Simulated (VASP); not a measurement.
# Ti (Im-3m) in VASP: further runs, part 2 of 2

VASP 6.6.1. The steps go on from the part before.

**3. Single point, PBEsol**

This run uses another cell than the first one, of 14.61 Å³/atom, 0.880 times its volume.

The input, INCAR:

```
PREC = Accurate
ENCUT = 520
EDIFF = 1E-6
ISMEAR = -1
SIGMA = 0.1
LREAL = F
LASPH = T
NELM = 80
ALGO = Fast
ISIF = 2
LWAVE = F
LCHARG = F
GGA = PS
NBANDS = 12
```

The input, KPOINTS:

```
Automatic mesh
0
Gamma
  15 15 15
```

The input, POSCAR:

```
Ti
1.0
   -1.5399795871      1.5399795871      1.5399795871
    1.5399795871     -1.5399795871      1.5399795871
    1.5399795871      1.5399795871     -1.5399795871
Ti
1
Direct
    0.0000000000      0.0000000000      0.0000000000
```

Potentials or basis: VASP PAW PBE potentials, release 64 (Ti_sv).

Started as:

```sh
$ cat potpaw_PBE.64/Ti_sv/POTCAR > POTCAR
$ mpirun -np 1 vasp_std > vasp.out
```

OUTCAR:

```text
PREC = Accurate
   ENCUT = 520
   EDIFF = 1E-6
   ISMEAR = -1
   LREAL = F
   LASPH = T
   NELM = 80
   ISIF = 2
   GGA = PS

 ion  position               nearest neighbor table
   1  0.000  0.000  0.000-

  LATTYP: Found a body centered cubic cell.
 ALAT       =     3.0799591742

  Lattice vectors:

 A1 = (  -1.5399795871,   1.5399795871,   1.5399795871)
 A2 = (   1.5399795871,  -1.5399795871,   1.5399795871)
 A3 = (   1.5399795871,   1.5399795871,  -1.5399795871)

Analysis of symmetry for initial positions (statically):
=====================================================================
 Subroutine PRICEL returns:
 Original cell was already a primitive cell.

 Routine SETGRP: Setting up the symmetry group for a
 body centered cubic supercell.

 Subroutine GETGRP returns: Found 48 space group operations
 (whereof 48 operations were pure point group operations)
 out of a pool of 48 trial point group operations.

The static configuration has the point symmetry O_h .

Analysis of symmetry for dynamics (positions and initial velocities):
=====================================================================
 Subroutine PRICEL returns:
 Original cell was already a primitive cell.

 Routine SETGRP: Setting up the symmetry group for a
 body centered cubic supercell.

 Subroutine GETGRP returns: Found 48 space group operations
 (whereof 48 operations were pure point group operations)
 out of a pool of 48 trial point group operations.

The dynamic configuration has the point symmetry O_h .

 Subroutine INISYM returns: Found 48 space group operations
 (whereof 48 operations are pure point group operations),
 and found     1 'primitive' translations

----------------------------------------------------------------------------------------

                                     Primitive cell

  volume of cell :      14.6085

  direct lattice vectors                    reciprocal lattice vectors
[... 113 lines left out ...]
   IVDW    =     0    specifies the selected vdW correction
   LEPSILON=     F    determine dielectric tensor
   LRPA    =     F    only Hartree local field effects (RPA)
 non-spin polarized calculation
 RMM-DIIS sequential band-by-band and
  energy-cutoff  :      520.00
  volume of cell :       14.61
 maximum number of plane-waves:       406
   NGX =  9   NGY =  9   NGZ =  9

 number of electron      12.0000004 magnetization

 Free energy of the ion-electron system (eV)
  ---------------------------------------------------
  ext. energy  EPLUGINS =         0.00000000
  ---------------------------------------------------
  free energy    TOTEN  =        -8.17568264 eV

  energy without entropy =       -8.11542775  energy(sigma->0) =       -8.14555520

 E-fermi :   9.8685     XC(G=0): -12.4828

 val. band max:        9.8645238760   @ k =   0.3333   0.2000   0.1333
 cond. band min:       9.8756739051   @ k =   0.1333   0.1333   0.0667
 fundamental gap:      0.0111500291
 Fermi energy:         9.8685385878

 k-point     1 :       0.0000    0.0000    0.0000
  band No.  band energies     occupation
      1     -46.1185      2.00000
      2     -21.7948      2.00000
      3     -21.7948      2.00000
      4     -21.7948      2.00000
      5       3.6030      2.00000
      6      10.9968      0.00003
      7      10.9968      0.00003
      8      10.9968      0.00003
      9      13.1828      0.00000
     10      13.1828      0.00000
     11      28.5440      0.00000
     12      28.5440      0.00000
[... 331 lines left out ...]
 k-point    24 :       0.4000    0.2000   -0.0000
  band No.  band energies     occupation
      1     -45.8322      2.00000
      2     -22.8242      2.00000
      3     -22.3262      2.00000
      4     -21.9130      2.00000
      5       7.8812      2.00000
      6       9.2830      1.99429
      7      10.2041      0.06745
      8      13.1370      0.00000
      9      13.8633      0.00000
     10      17.0872      0.00000
     11      20.4912      0.00000
     12      23.0668      0.00000

 [... further k-points ...]

------------------------ aborting loop because EDIFF is reached ----------------------------------------

  FORCE on cell =-STRESS in cart. coord.  units (eV):
  Direction    XX          YY          ZZ          XY          YZ          ZX
  --------------------------------------------------------------------------------------
  -------------------------------------------------------------------------------------
  Total        1.5521099      1.5521099      1.5521099     -0.0000000     -0.0000000      0.0000000
  in kB      170.2268856    170.2268856    170.2268856     -0.0000000     -0.0000000      0.0000000
  external PRESSURE =     170.2268856 kB  Pullay stress =       0.0000000 kB

 VOLUME and BASIS-vectors are now :
 -----------------------------------------------------------------------------
  energy-cutoff  :      520.00
  volume of cell :       14.61
      direct lattice vectors                 reciprocal lattice vectors
    -1.539979587  1.539979587  1.539979587     0.000000000  0.324679628  0.324679628
     1.539979587 -1.539979587  1.539979587     0.324679628  0.000000000  0.324679628
     1.539979587  1.539979587 -1.539979587     0.324679628  0.324679628  0.000000000

 POSITION                                       TOTAL-FORCE (eV/Angst)
 -----------------------------------------------------------------------------------
      0.00000      0.00000      0.00000         0.000000      0.000000      0.000000
 -----------------------------------------------------------------------------------
    total drift:                                0.000000     -0.000000      0.000000

  FREE ENERGIE OF THE ION-ELECTRON SYSTEM (eV)
  ---------------------------------------------------
  free  energy   TOTEN  =        -8.1756826358 eV

  energy  without entropy=       -8.1154277545  energy(sigma->0) =       -8.14555520
```

stdout:

```text
POSCAR found type information on POSCAR Ti
 POSCAR found :  1 types and       1 ions
 scaLAPACK will be used
 -----------------------------------------------------------------------------
|                                                                             |
|                                                                             |
|     You enforced a specific xc type in the INCAR file but a different       |
|     I HOPE YOU KNOW WHAT YOU ARE DOING!                                     |
|                                                                             |
 -----------------------------------------------------------------------------

 LDA part: xc-table for (Slater+PW92), standard interpolation
 POSCAR, INCAR and KPOINTS ok, starting setup
 FFT: planning ... GRIDC
 FFT: planning ... GRID_SOFT
 FFT: planning ... GRID
 WAVECAR not read
 entering main loop
```

It took 16 s on 1 thread of AMD EPYC 9R45 (Zen 5), shared host; peak memory 0.11 GiB.

What came out:

```
Free energy            : -8.1757 eV
Pressure               : 17.0 GPa
Band gap on the k mesh : none (metal or under the smearing width)
```

Caveat: so large a pressure means that the cell lies far from this level's equilibrium, or that cutoff or potentials fall short; the potentials were made for another functional, which shifts forces and pressure.

**4. Single point, PBEsol**

The input, INCAR:

```
SYSTEM = Ti
  ALGO = Normal
  EDIFF = 1E-6
  ENCUT = 520
  GGA = PS
  ISIF = 2
  ISMEAR = -1
  LASPH = .TRUE.
  LCHARG = .TRUE.
  LELF = .TRUE.
  LREAL = .FALSE.
  LVHAR = .TRUE.
  LWAVE = .FALSE.
  NBANDS = 12
  NELM = 100
  PREC = Accurate
  SIGMA = 0.1
```

The input, KPOINTS:

```
k-points
0
G
  15 15 15
  0 0 0
```

The input, POSCAR:

```
Ti
1.0
   -1.6070179957      1.6070179957      1.6070179957
    1.6070179957     -1.6070179957      1.6070179957
    1.6070179957      1.6070179957     -1.6070179957
Ti
1
Direct
    0.0000000000      0.0000000000      0.0000000000
```

Started as:

```sh
$ cat potpaw_PBE.64/Ti_sv/POTCAR > POTCAR
$ mpirun -np 1 vasp_std > vasp.out
```

Wall time 12 s (1 thread of AMD EPYC 9R45 (Zen 5), shared host); peak memory 0.12 GiB.

The run converged. Its results:

| Quantity | Value |
| --- | --- |
| Free energy | -8.2714 eV |
| Pressure | -0.3 GPa |
| Band gap on the k mesh | none (metal or under the smearing width) |

Levels at points of the mesh, in eV from the Fermi level:
```csv
k point,band 2,band 3,band 4,band 5,band 6,band 7,band 8,band 9,band 10,band 11
"(0.00, 0.00, 0.00)",-32.10,-32.10,-32.10,-6.05,1.03,1.03,1.03,2.90,2.90,17.74
```

Caveat: the PAW data sets were made with another functional, which shifts forces and pressure a little.

**5. Summary**

```tsv
cell	k mesh	gap on the mesh (eV)	pressure (GPa)
Im-3m, 16.6 Å³/atom	23 × 23 × 23	none	-0.4
Im-3m, 14.61 Å³/atom	15 × 15 × 15	none	17.0
Im-3m, 16.6 Å³/atom	15 × 15 × 15	none	-0.3
```

Alike in all rows: task single point; level PBEsol; potentials or basis VASP PAW PBE potentials, release 64 (Ti_sv); no spin polarisation; cutoff (eV) 520; smearing fermi-dirac 0.1 eV.

Every run on the cell as given and a fine mesh finds a metal.

Caveats: the PAW data sets were made with another functional, which shifts forces and pressure a little (some runs); so large a pressure means that the cell lies far from this level's equilibrium, or that cutoff or potentials fall short (some runs); the potentials were made for another functional, which shifts forces and pressure (some runs).

Total energies depend on the potentials used, so only differences within one code and one set of settings carry meaning.
